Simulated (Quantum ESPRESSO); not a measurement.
# NaF (Villiaumite) in Quantum ESPRESSO: the effect of functional

NaF (Villiaumite):

```xyz
2
Lattice="0.0000 2.3200 2.3200 2.3200 0.0000 2.3200 2.3200 2.3200 0.0000" Properties=species:S:1:pos:R:3 pbc="T T T"
Na    0.0000    0.0000    0.0000
F     2.3200    2.3200    2.3200
```

Alike in all runs:

- Program: Quantum ESPRESSO 7.5
- Task: dielectric tensor
- Cutoff: 612 eV
- Density cutoff: 4898 eV
- k mesh: 8 × 8 × 8, shifted
- Occupations: fermi-dirac, width 0.05 eV
- Spin: no spin polarisation

| functional | potentials or basis | pressure (GPa) | dielectric constant (mean) |
| --- | --- | --- | --- |
| LDA | GBRV 1.5 LDA | -3.9 | 1.91 |
| PBEsol | GBRV 1.5 PBEsol | 0.2 | 1.89 |
| WC | GBRV 1.5 PBE | 0.7 | 1.89 |
| BLYP | GBRV 1.5 PBE | 2.9 | 1.86 |
| AM05 | GBRV 1.5 PBE | ? | ? |

**Question.** What does the run with functional AM05 give?

**Answer.** Pressure 1.7 GPa; dielectric constant 1.88 mean.

Caveats: the potentials were made for another functional, which shifts forces and pressure (some runs); the cell is more than 3 GPa from zero pressure, which shifts response properties (some runs).

Runs at the PBE level aren't shown here.
